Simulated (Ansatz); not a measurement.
# SrO (Fm-3m) in Ansatz: notebook

The runs below take SrO through ladder of functionals, band structure, elastic constants, with PBEsol+D4, revPBE+D3(BJ)+ATM, RPBE, BLYP+D4.

Everything below comes from runs of Ansatz 0.2.0. Logs are shortened: lines on timing, memory, paths and dates and some standing lists are left out, and cuts for length are marked.

## 1. The crystal as given

Symmetry: Fm-3m, No. 225, cubic system. The conventional cell has a = 5.133 Å, b = 5.133 Å, c = 5.133 Å, α = 90.00°, β = 90.00°, γ = 90.00°. Around Sr (site symmetry m-3m) lie 6 O at 2.57 Å. O (site symmetry m-3m) has 6 Sr at 2.57 Å as nearest neighbours.

## 2. Ladder of functionals, PBEsol+D4, spin-orbit coupling, no magnetisation

Input file run.py:

```python
import json

import ase.io
import numpy as np

import ansatz as az

atoms = ase.io.read("POSCAR", format="vasp")

calculation = (
    az.Crystal.from_ase(atoms)
    .calculation()
    .basis(xc_grid=3)
    .kpoints(9, 9, 9)
    .functional("pbesol", dispersion="d4")
    .pseudopotentials(kind="paw_fr")
    .spin("noncollinear", soc=True)
    .mixing(preconditioner="kerker_dos")
    .occupations(method="methfessel_paxton", width=0.05)
    .density()
    .potential()
    .output_files(volumetric_format="npy")
    .electron_localization_function()
    .xc_energy_on_converged_density(("lda", "pbe", "rpbe", "revpbe", "blyp"))
    .forces()
    .stress()
    .band_table(publish=True)
)
outcome = calculation.run(threads=2, events_out="events.jsonl")

report = outcome.report
for line in open("events.jsonl"):
    event = json.loads(line)
    if event["event"] == "scf_iter":
        d = event["data"]
        print(f"SCF {d['iter']:3d}  HF = {d['harris_foulkes_ev']:.6f} eV  dr2 = {d['dr2_ev']:.2e} eV")
    elif event["event"] in ("relax_step", "md_step"):
        d = event["data"]
        print(f"{event['event']} {d['step']:3d}  E = {d['lagrangian_ev']:.6f} eV")
np.set_printoptions(precision=5, suppress=True, linewidth=110)
print("converged:", report["converged"], "after", report["n_iterations"], "iterations")
print(f"free energy {report['free_energy_ev']:.6f} eV, Fermi level {report['fermi_energy_ev']:.4f} eV")
for key in ("band_edges_ev", "magnetization_mub", "site_moments_mub", "site_moments_nc_mub", "forces_ev_ang",
                "stress_gpa", "kpoints_frac", "eigenvalues_ev"):
    if report.get(key) is not None:
        print(key, np.array(report[key]), sep="\n")
```

Input file POSCAR:

```
SrO
1.0
    0.0000000000      2.5663000000      2.5663000000
    2.5663000000      0.0000000000      2.5663000000
    2.5663000000      2.5663000000      0.0000000000
Sr O
1 1
Direct
    0.5000000000      0.5000000000      0.5000000000
    0.0000000000      0.0000000000      0.0000000000
```

Potentials or basis: Ansatz PAW.

Started as:

```sh
$ python run.py
```

Output:

```text
DeckWarning: basis.ecutwfc = 420 eV, auto-derived from the records' recommended cutoffs: set by Sr (normal level)
PlacementWarning: RAYON_NUM_THREADS=2 ignored (pool sized by the plan → 2); use plan(threads=…)
SCF   1  HF = -4057.462979 eV  dr2 = 2.65e+00 eV
SCF   2  HF = -4056.944092 eV  dr2 = 3.69e-01 eV
SCF   3  HF = -4056.900301 eV  dr2 = 1.05e-01 eV
SCF   4  HF = -4056.915388 eV  dr2 = 2.10e-03 eV
SCF   5  HF = -4056.917187 eV  dr2 = 1.46e-04 eV
SCF   6  HF = -4056.917191 eV  dr2 = 5.99e-07 eV
SCF   7  HF = -4056.917189 eV  dr2 = 3.63e-08 eV
SCF   8  HF = -4056.917189 eV  dr2 = 2.92e-09 eV
converged: True after 8 iterations
free energy -4056.917189 eV, Fermi level 9.4614 eV
band_edges_ev
[ 7.84306 11.08067]
magnetization_mub
0.0
site_moments_nc_mub
[[0. 0. 0.]
 [0. 0. 0.]]
forces_ev_ang
[[ 0. -0. -0.]
 [-0.  0. -0.]]
stress_gpa
[[-1.58257 -0.      -0.     ]
 [ 0.      -1.58257 -0.     ]
 [-0.      -0.      -1.58257]]
kpoints_frac
[[ 0.       0.       0.     ]
 [ 0.       0.       0.11111]
 [ 0.       0.       0.22222]
 [ 0.       0.       0.33333]
 [ 0.       0.       0.44444]
 [ 0.       0.11111  0.11111]
 [ 0.       0.11111  0.22222]
[... 25 lines left out ...]
 [ 0.11111  0.44444 -0.44444]
 [ 0.11111  0.44444 -0.33333]
 [ 0.22222  0.44444 -0.33333]]
eigenvalues_ev
[[-24.31475 -24.31475  -7.15534  -7.15534  -6.77081  -6.77081  -5.59244  -5.59244  -5.59244  -5.59244
    7.77978   7.77978   7.84306   7.84306   7.84306   7.84306  11.71152  11.71152  14.03371  14.03371
   14.03371  14.03371  14.07104  14.07104]
 [-24.29801 -24.29801  -7.50612  -7.50612  -6.61456  -6.61456  -5.60287  -5.60287  -5.44929  -5.44929
    7.43891   7.43891   7.64776   7.64776   7.68259   7.68259  12.28679  12.28679  13.89535  13.89535
   14.27786  14.27786  14.30368  14.30368]
 [-24.25522 -24.25522  -8.0268   -8.0268   -6.52658  -6.52658  -5.62896  -5.62896  -5.14684  -5.14684
    6.70138   6.70138   7.28524   7.28524   7.3131    7.3131   13.56094  13.56094  13.80262  13.80262
   14.95878  14.95878  14.98657  14.98657]
 [-24.20589 -24.20589  -8.46006  -8.46006  -6.51212  -6.51212  -5.6581   -5.6581   -4.87617  -4.87617
    6.04067   6.04067   6.92286   6.92286   6.94234   6.94234  13.98581  13.98581  15.00583  15.00583
   15.88393  15.88393  15.92027  15.92027]
 [-24.17327 -24.17327  -8.7024   -8.7024   -6.51549  -6.51549  -5.67682  -5.67682  -4.72697  -4.72697
    5.6651    5.6651    6.70785   6.70785   6.72251   6.72251  14.31249  14.31249  15.97499  15.97499
   16.61277  16.61277  16.66047  16.66047]
 [-24.29251 -24.29251  -7.54694  -7.54694  -6.6201   -6.6201   -5.64104  -5.64104  -5.40008  -5.40008
    7.16413   7.16413   7.74284   7.74284   7.78873   7.78873  12.35953  12.35953  13.45563  13.45563
   14.56064  14.56064  14.58984  14.58984]
 [-24.2586  -24.2586   -7.89914  -7.89914  -6.577    -6.577    -5.67775  -5.67775  -5.21785  -5.21785
    6.67533   6.67533   7.49659   7.49659   7.59038   7.59038  13.15772  13.15772  13.24067  13.24067
   15.1493   15.1493   15.26878  15.26878]
 [-24.21163 -24.21163  -8.29238  -8.29238  -6.56499  -6.56499  -5.71066  -5.71066  -5.02103  -5.02103
    6.24738   6.24738   7.06255   7.06255   7.24348   7.24348  13.35026  13.35026  14.47049  14.47049
   15.92502  15.92502  16.1592   16.1592 ]
 [-24.17348 -24.17348  -8.56661  -8.56661  -6.5732   -6.5732   -5.73968  -5.73968  -4.87818  -4.87818
    5.93502   5.93502   6.79919   6.79919   6.91929   6.91929  13.92633  13.92633  15.24798  15.24798
   16.81653  16.81653  16.87985  16.87985]
 [-24.16255 -24.16255  -8.6447   -8.6447   -6.58063  -6.58063  -5.74909  -5.74909  -4.82218  -4.82218
    5.81409   5.81409   6.74226   6.74226   6.82351   6.82351  14.33673  14.33673  15.33518  15.33518
   16.80104  16.80104  17.25745  17.25745]
 [-24.18419 -24.18419  -8.50926  -8.50926  -6.57665  -6.57665  -5.73074  -5.73074  -4.87098  -4.87098
    5.95976   5.95976   6.77147   6.77147   7.07836   7.07836  14.00227  14.00227  15.08854  15.08854
   16.04755  16.04755  16.7209   16.7209 ]
 [-24.22783 -24.22783  -8.19904  -8.19904  -6.56421  -6.56421  -5.69108  -5.69108  -5.02933  -5.02933
    6.36382   6.36382   6.9984    6.9984    7.43874   7.43874  13.61689  13.61689  14.09581  14.09581
   15.12449  15.12449  15.95226  15.95226]
 [-24.27265 -24.27265  -7.80812  -7.80812  -6.56824  -6.56824  -5.64216  -5.64216  -5.26249  -5.26249
    6.93399   6.93399   7.34618   7.34618   7.69447   7.69447  12.97208  12.97208  13.61701  13.61701
   14.48172  14.48172  15.0497   15.0497 ]
 [-24.23643 -24.23643  -7.91544  -7.91544  -6.64039  -6.64039  -5.76278  -5.76278  -5.27278  -5.27278
    6.49799   6.49799   7.66361   7.66361   7.72155   7.72155  12.39836  12.39836  13.44873  13.44873
   15.91905  15.91905  15.9582   15.9582 ]
 [-24.19875 -24.19875  -8.07916  -8.07916  -6.67416  -6.67416  -5.82276  -5.82276  -5.31152  -5.31152
    6.45326   6.45326   7.45598   7.45598   7.56307   7.56307  12.22415  12.22415  14.3034   14.3034
   16.66238  16.66238  16.76506  16.76506]
 [-24.16303 -24.16303  -8.27133  -8.27133  -6.71362  -6.71362  -5.8872   -5.8872   -5.25041  -5.25041
    6.47954   6.47954   7.08246   7.08246   7.27008   7.27008  12.69643  12.69643  15.2051   15.2051
   17.00302  17.00302  17.32708  17.32708]
 [-24.14625 -24.14625  -8.39351  -8.39351  -6.75653  -6.75653  -5.91817  -5.91817  -5.11646  -5.11646
    6.31063   6.31063   6.98072   6.98072   7.05967   7.05967  13.61486  13.61486  15.08618  15.08618
   17.19619  17.19619  17.32985  17.32985]
 [-24.15653 -24.15653  -8.41358  -8.41358  -6.75089  -6.75089  -5.88064  -5.88064  -4.99815  -4.99815
    6.12341   6.12341   6.81255   6.81255   7.27241   7.27241  14.24963  14.24963  14.61037  14.61037
   16.59967  16.59967  16.8527   16.8527 ]
 [-24.18888 -24.18888  -8.34081  -8.34081  -6.66911  -6.66911  -5.79404  -5.79404  -4.96153  -4.96153
    6.13456   6.13456   6.81689   6.81689   7.44615   7.44615  13.73781  13.73781  14.62874  14.62874
   15.71662  15.71662  16.49468  16.49468]
 [-24.17315 -24.17315  -7.92435  -7.92435  -6.7641   -6.7641   -5.89889  -5.89889  -5.6676   -5.6676
    6.71329   6.71329   7.6632    7.6632    7.73375   7.73375  11.53857  11.53857  14.60674  14.60674
   17.53274  17.53274  17.5976   17.5976 ]
 [-24.14671 -24.14671  -7.89108  -7.89108  -6.86093  -6.86093  -6.04171  -6.04171  -5.73235  -5.73235
    6.99004   6.99004   7.49377   7.49377   7.60894   7.60894  11.5875   11.5875   15.3558   15.3558
   17.35825  17.35825  17.90017  17.90017]
 [-24.13192 -24.13192  -7.98717  -7.98717  -6.97724  -6.97724  -6.10522  -6.10522  -5.51368  -5.51368
    6.94932   6.94932   7.28914   7.28914   7.34301   7.34301  12.31772  12.31772  15.80552  15.80552
   16.66989  16.66989  18.10228  18.10228]
 [-24.13583 -24.13583  -8.20305  -8.20305  -6.93364  -6.93364  -6.02574  -6.02574  -5.23425  -5.23425
    6.49028   6.49028   7.02569   7.02569   7.36092   7.36092  13.4676   13.4676   14.98093  14.98093
   16.85155  16.85155  17.45012  17.45012]
 [-24.13216 -24.13216  -7.56279  -7.56279  -6.98949  -6.98949  -6.25213  -6.25213  -5.9864   -5.9864
    7.30425   7.30425   7.70652   7.70652   7.78112   7.78112  11.08067  11.08067  15.53167  15.53167
   18.03617  18.03617  18.06402  18.06402]
 [-24.12632 -24.12632  -7.55755  -7.55755  -7.12961  -7.12961  -6.26289  -6.26289  -5.86406  -5.86406
    7.39146   7.39146   7.52054   7.52054   7.64281   7.64281  11.36714  11.36714  15.9241   15.9241
   17.10646  17.10646  18.31884  18.31884]
 [-24.22277 -24.22277  -8.11063  -8.11063  -6.61431  -6.61431  -5.74618  -5.74618  -5.13189  -5.13189
    6.3926    6.3926    7.20723   7.20723   7.59177   7.59177  12.91172  12.91172  13.97368  13.97368
   15.69471  15.69471  16.16815  16.16815]
 [-24.18157 -24.18157  -8.32921  -8.32921  -6.6645   -6.6645   -5.81958  -5.81958  -5.05512  -5.05512
    6.23299   6.23299   6.91812   6.91812   7.36921   7.36921  13.22008  13.22008  14.82157  14.82157
   16.44512  16.44512  16.69157  16.69157]
 [-24.15442 -24.15442  -8.46339  -8.46339  -6.69508  -6.69508  -5.87304  -5.87304  -5.01127  -5.01127
    6.14613   6.14613   6.86466   6.86466   7.07545   7.07545  13.94586  13.94586  14.86024  14.86024
   17.10296  17.10296  17.16391  17.16391]
 [-24.1668  -24.1668   -8.09832  -8.09832  -6.76014  -6.76014  -5.93863  -5.93863  -5.40478  -5.40478
    6.62113   6.62113   7.24684   7.24684   7.57337   7.57337  12.15653  12.15653  14.95796  14.95796
   16.94596  16.94596  17.47028  17.47028]
 [-24.14187 -24.14187  -8.14135  -8.14135  -6.85827  -6.85827  -6.07296  -6.07296  -5.32902  -5.32902
    6.68124   6.68124   7.10588   7.10588   7.38968   7.38968  12.72912  12.72912  15.23557  15.23557
   16.72503  16.72503  17.99783  17.99783]
 [-24.13583 -24.13583  -8.20923  -8.20923  -6.89516  -6.89516  -6.08484  -6.08484  -5.20717  -5.20717
    6.48406   6.48406   7.10339   7.10339   7.2863    7.2863   13.7348   13.7348   14.44579  14.44579
   16.86698  16.86698  17.89055  17.89055]
 [-24.15159 -24.15159  -8.28986  -8.28986  -6.81216  -6.81216  -5.97287  -5.97287  -5.11234  -5.11234
    6.32776   6.32776   6.90964   6.90964   7.40433   7.40433  13.61309  13.61309  14.68622  14.68622
   16.68304  16.68304  17.1926   17.1926 ]
 [-24.13074 -24.13074  -7.7707   -7.7707   -7.02069  -7.02069  -6.23081  -6.23081  -5.67804  -5.67804
    7.19953   7.19953   7.35079   7.35079   7.60566   7.60566  11.74232  11.74232  15.83079  15.83079
   16.64706  16.64706  18.47333  18.47333]
 [-24.12644 -24.12644  -7.89564  -7.89564  -7.0633   -7.0633   -6.24688  -6.24688  -5.44579  -5.44579
    6.87827   6.87827   7.35695   7.35695   7.43475   7.43475  12.54587  12.54587  15.35234  15.35234
   16.46725  16.46725  18.73519  18.73519]
 [-24.128   -24.128    -7.99193  -7.99193  -7.0118   -7.0118   -6.27554  -6.27554  -5.29944  -5.29944
    6.6736    6.6736    7.28618   7.28618   7.43441   7.43441  13.34753  13.34753  14.37133  14.37133
   16.56282  16.56282  18.80513  18.80513]]
```

Run time: 4.1 s. Hardware: 2 threads of Arm Neoverse V2, shared host; peak memory 0.53 GiB.

Results:

```yaml
Free_energy: -4056.9172 eV
Pressure: -1.6 GPa
Band_gap_on_the_k_mesh: 3.24 eV, indirect (least direct gap 3.30 eV)
```

Caveat: odd divisions of the mesh miss points on the zone boundary, where band edges often lie, so the gap on the mesh can be too wide; the pressure holds a Pulay correction of +0.4 GPa for the finite cutoff.

## 3. Band structure, revPBE+D3(BJ)+ATM (atoms moved at random, drawn with an rms of 0.02 Å)

Input file run.py:

```python
import json

import numpy as np

import ansatz as az

calculation = (
    az.Crystal.from_extxyz("SrO.xyz")
    .calculation()
    .kpoints(7, 7, 7, shift=(0.5, 0.5, 0.5))
    .functional("revpbe", dispersion="d3bjatm")
    .pseudopotentials(kind="paw", partial_waves="polarizable")
    .scf(extra_bands=6)
    .occupations(method="gaussian", width=0.005)
    .band_structure(path=(((0.0, 0.0, 0.0), (0.5, 0.0, 0.5), (0.5, 0.25, 0.75), (0.375, 0.375, 0.75), (0.0, 0.0,
        0.0), (0.5, 0.5, 0.5), (0.625, 0.25, 0.625), (0.5, 0.25, 0.75), (0.5, 0.5, 0.5), (0.375, 0.375, 0.75)),
        ((0.625, 0.25, 0.625), (0.5, 0.0, 0.5))), intervals=14)
    .forces()
    .stress()
    .band_table(publish=True)
)
outcome = calculation.run(threads=2, events_out="events.jsonl")

report = outcome.report
for line in open("events.jsonl"):
    event = json.loads(line)
    if event["event"] == "scf_iter":
        d = event["data"]
        print(f"SCF {d['iter']:3d}  HF = {d['harris_foulkes_ev']:.6f} eV  dr2 = {d['dr2_ev']:.2e} eV")
    elif event["event"] in ("relax_step", "md_step"):
        d = event["data"]
        print(f"{event['event']} {d['step']:3d}  E = {d['lagrangian_ev']:.6f} eV")
np.set_printoptions(precision=5, suppress=True, linewidth=110)
print("converged:", report["converged"], "after", report["n_iterations"], "iterations")
print(f"free energy {report['free_energy_ev']:.6f} eV, Fermi level {report['fermi_energy_ev']:.4f} eV")
for key in ("band_edges_ev", "magnetization_mub", "site_moments_mub", "site_moments_nc_mub", "forces_ev_ang",
                "stress_gpa"):
    if report.get(key) is not None:
        print(key, np.array(report[key]), sep="\n")
```

Input file SrO.xyz:

```xyz
2
Lattice="0.0000000000 2.5663000000 2.5663000000 2.5663000000 0.0000000000 2.5663000000 2.5663000000 2.5663000000 0.0000000000" Properties=species:S:1:pos:R:3 pbc="T T T"
Sr     2.5477122891      2.5459364095      2.5574770606
O      0.0020299433      0.0041445745      0.0023763938
```

Potentials or basis: Ansatz PAW polarizable.

Started as:

```sh
$ python run.py
```

It took 4.9 s on 2 threads of Arm Neoverse V2, shared host; peak memory 0.46 GiB.

The run converged. Its results:

```
Free energy             : -4121.4688 eV
Pressure                : 1.5 GPa
Largest force           : 0.077 eV/Å
Band gap on the k mesh  : 3.64 eV, indirect (least direct gap 3.70 eV)
Band gap along the path : 3.41 eV, indirect (least direct gap 3.48 eV)
```

Forces in eV/Å, atoms in the order of the input:
```
Sr   0.047  0.055  0.025
O   -0.047 -0.055 -0.025
```

Levels at the corners of the path, in eV from the valence-band top:
```tsv
point	band 5	band 6	band 7	band 8	band 9	band 10	band 11	band 12
Γ	-13.99	0.00	0.00	0.00	4.18	6.32	6.33	6.33
X	-14.36	-0.39	-0.07	-0.07	3.41	7.92	10.25	10.51
W	-13.43	-1.10	-0.40	-0.40	6.14	6.14	8.72	11.19
K	-13.61	-0.92	-0.56	-0.43	4.91	8.03	8.84	10.23
Γ	-13.99	0.00	0.00	0.00	4.18	6.32	6.33	6.33
L	-12.84	-2.11	-1.11	-1.11	6.68	8.60	8.95	8.96
U	-13.61	-0.92	-0.56	-0.43	4.91	8.02	8.85	10.23
W	-13.43	-1.10	-0.40	-0.40	6.14	6.14	8.72	11.19
L	-12.84	-2.11	-1.11	-1.11	6.68	8.60	8.95	8.96
K	-13.61	-0.92	-0.56	-0.43	4.91	8.03	8.84	10.23
U	-13.61	-0.92	-0.56	-0.43	4.91	8.02	8.85	10.23
X	-14.36	-0.39	-0.07	-0.07	3.41	7.92	10.25	10.51
```

Caveat: the potentials were made for another functional, which shifts forces and pressure; the k mesh misses the band edges, so the gap on the mesh is wider than the one along the path; the pressure holds a Pulay correction of +0.3 GPa for the finite cutoff.

## 4. Band structure, RPBE, non-collinear spin, ferromagnetic start, spin-orbit coupling (atoms moved at random, drawn with an rms of 0.02 Å)

run.py: that of step 3 with these lines changed.

```diff
@@ -2,2 +2,3 @@
 
+import ase.io
 import numpy as np
@@ -6,10 +7,14 @@
 
+atoms = ase.io.read("POSCAR", format="vasp")
+atoms.set_initial_magnetic_moments([[0.0, 0.0, 0.5], [0.0, 0.0, 0.0]])
+
 calculation = (
-    az.Crystal.from_extxyz("SrO.xyz")
+    az.Crystal.from_ase(atoms)
     .calculation()
-    .kpoints(7, 7, 7, shift=(0.5, 0.5, 0.5))
-    .functional("revpbe", dispersion="d3bjatm")
-    .pseudopotentials(kind="paw", partial_waves="polarizable")
+    .kpoints(7, 7, 7)
+    .functional("rpbe")
+    .pseudopotentials(kind="paw_fr")
+    .spin("noncollinear", soc=True)
     .scf(extra_bands=6)
-    .occupations(method="gaussian", width=0.005)
+    .occupations(method="fixed")
     .band_structure(path=(((0.0, 0.0, 0.0), (0.5, 0.0, 0.5), (0.5, 0.25, 0.75), (0.375, 0.375, 0.75), (0.0, 0.0,
@@ -17,2 +22,3 @@
         ((0.625, 0.25, 0.625), (0.5, 0.0, 0.5))), intervals=14)
+    .fat_bands()
     .forces()
```

Input file POSCAR:

```
SrO
1.0
    0.0000000000      2.5663000000      2.5663000000
    2.5663000000      0.0000000000      2.5663000000
    2.5663000000      2.5663000000      0.0000000000
Sr O
1 1
Direct
    0.4952690000      0.5071850000      0.4933750000
    0.0032010000     -0.0027020000      0.0023100000
```

Potentials or basis: Ansatz PAW.

Started as:

```sh
$ python run.py
```

Wall time 56 s (2 threads of Arm Neoverse V2, shared host); peak memory 0.87 GiB.

Results (log left out):

```
Free energy             : -4123.6226 eV
Pressure                : 6.4 GPa
Largest force           : 0.102 eV/Å
Band gap on the k mesh  : 3.51 eV, indirect (least direct gap 3.57 eV)
Band gap along the path : 3.42 eV, indirect (least direct gap 3.47 eV)
Net moment              : 0.00 μB per cell
Absolute moment         : 0.00 μB per cell
```

Forces on the atoms (eV/Å):
```
Sr  -0.006  0.101 -0.011
O    0.006 -0.101  0.011
```

Stress tensor (GPa, compression positive):
```
6.37 0.00 0.00
0.00 6.58 0.00
0.00 0.00 6.37
```

Levels at the corners of the path, in eV from the valence-band top:
```tsv
point	band 14	band 15	band 16	band 17	band 18	band 19
Γ	0.00	0.00	0.00	4.21	4.21	6.31
X	-0.12	-0.05	-0.05	3.42	3.42	7.91
W	-0.45	-0.38	-0.37	6.13	6.14	6.14
K	-0.57	-0.45	-0.45	4.91	4.92	8.04
Γ	0.00	0.00	0.00	4.21	4.21	6.31
L	-1.13	-1.12	-1.12	6.68	6.68	8.58
U	-0.57	-0.44	-0.44	4.91	4.91	8.00
W	-0.45	-0.38	-0.37	6.13	6.14	6.14
L	-1.13	-1.12	-1.12	6.68	6.68	8.58
K	-0.57	-0.45	-0.45	4.91	4.92	8.04
U	-0.57	-0.44	-0.44	4.91	4.91	8.00
X	-0.12	-0.05	-0.05	3.42	3.42	7.91
```

Moments on the atoms (μB; x, y, z):
```
Sr  0.00 0.00 0.00
O   0.00 0.00 0.00
```

Caveat: the potentials were made for another functional, which shifts forces and pressure; the k mesh misses the band edges, so the gap on the mesh is wider than the one along the path; the pressure holds a Pulay correction of +0.3 GPa for the finite cutoff; the starting moments weren't kept; the thresholds are loose for stress.

(Continued in part 2 of 2.)
